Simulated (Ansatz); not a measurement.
In doubt: masses and optical values from hybrid runs of this build are listed as unsure (in some of the runs), which bears on the screening that GW takes from such a start.

Two G0W0 runs on TiO2 (C2/m).

Symmetry: C2/m, No. 12, monoclinic system. Conventional cell: a = 12.307 Å, b = 3.767 Å, c = 6.616 Å, α = 90.00°, β = 106.95°, γ = 90.00°. Ti has 5 O at 1.78 to 2.03 Å nearest. Nearest to Ti lie 6 O at 1.86 to 2.16 Å. O has 3 Ti at 1.86 to 2.16 Å nearest. O has 3 Ti at 1.94 to 2.03 Å nearest. Nearest to O lie 2 Ti at 1.78 to 1.87 Å. O has 3 Ti at 1.96 to 2.16 Å nearest. Farther neighbours and most contacts between anions are not listed.

```yaml
crystal:
  lattice:
    - [6.15358, -1.88347, 0.00000]
    - [6.15358, 1.88347, 0.00000]
    - [-1.92833, 0.00000, 6.32897]
  atoms:
    - { symbol: Ti, position: [0.80471, 0.80471, 0.71624] }
    - { symbol: Ti, position: [0.09993, 0.09993, 0.71040] }
    - { symbol: Ti, position: [0.19529, 0.19529, 0.28376] }
    - { symbol: Ti, position: [0.90007, 0.90007, 0.28960] }
    - { symbol: O, position: [0.05835, 0.05835, 0.36998] }
    - { symbol: O, position: [0.63807, 0.63807, 0.70660] }
    - { symbol: O, position: [0.13281, 0.13281, 0.00471] }
    - { symbol: O, position: [0.94165, 0.94165, 0.63002] }
    - { symbol: O, position: [0.73651, 0.73651, 0.34750] }
    - { symbol: O, position: [0.86719, 0.86719, 0.99529] }
    - { symbol: O, position: [0.26349, 0.26349, 0.65250] }
    - { symbol: O, position: [0.36193, 0.36193, 0.29340] }
```

The cell and positions are those that the Materials Project relaxed with its own functionals (PBE, PBE+U or r2SCAN), kept fixed. This is not the form that TiO2 usually takes at ambient conditions.

The first (Ansatz 0.2.0; start HSE06, 4×4×2 mesh, 373 empty bands, screening to 108 eV, PAW set soft_1 files; 1 × NVIDIA H100 80GB HBM3 (shared by 6 runs) with 3 threads of AMD EPYC 7R13 (Zen 3), shared host) gave, on its mesh: starting gap 4.28 eV, G0W0 gap 4.72 eV, RPA ε∞ (mean) 4.36, 98 s.

Q: The second changes start from HSE06 to r2SCAN. What does it give?

It gave: starting gap 3.11 eV, G0W0 gap 4.31 eV, RPA ε∞ (mean) 5.33, 54 s. The G0W0 gap moves by −0.41 eV, −1.17 eV from the start and +0.76 eV from the correction. Σc changes by +0.23 eV at the valence top and −0.48 eV at the conduction bottom, and Σx − Vxc between them by +1.47 eV.

Limits: not at the basis limit; coarse k mesh.

[Paths, hosts, dates, memory and timing lines, banners, echoed tables and standing remarks are left out of the program output.]

[Logs are printed without paths, hosts, clocks, repeated set-up lines and the standing remarks that a program may print on its own settings, such as how far it seeks lower states.]

[Runs of the session that timed out or met a known fault of the program may be left out.]

[Cells called generated may have been cut or substituted from an entry of the Crystallography Open Database or the Materials Project.]

[Hosts, paths, dates, database ids (printed as entryN), source tags and the programs' standing remarks are cut or masked in the printed files.]
